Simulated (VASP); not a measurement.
Here is a VASP 6.6.1 calculation.

INCAR

```
SYSTEM = Nb
PREC = Accurate
ENCUT = 520
EDIFF = 1E-6
ISMEAR = -1
SIGMA = 0.1
LREAL = .False.
LASPH = .True.
NELM = 60
ALGO = Fast
ISIF = 2
LWAVE = .False.
LCHARG = .True.
GGA = PE
LELF = .True.
LVHAR = .True.
NBANDS = 20
```

The input KPOINTS:

```
regular mesh
0
Gamma
  12 12 7
  0 0 0
```

File POSCAR:

```
Nb
1.0
    1.5489890000      2.6829260000      0.0000000000
   -1.5489890000      2.6829260000      0.0000000000
    0.0000000000      0.0000000000      4.8638980000
Nb
2
Direct
    0.3333300000      0.3333400000      0.2500000000
    0.6666600000      0.6666700000      0.7500000000
```

Potentials or basis: VASP PAW PBE potentials, release 64 (Nb_sv).

Command:

```sh
$ cat potpaw_PBE.64/Nb_sv/POTCAR > POTCAR
$ mpirun -np 1 vasp_std > vasp.out
```

Task: Estimate the band gap on the k mesh.

Result: None (metal or under the smearing width).

Task: Predict the pressure.

Result: -11.1 GPa.

Stress tensor (GPa, compression positive):
```
-13.14   0.00   0.00
  0.00 -13.14   0.00
  0.00   0.00  -7.14
```
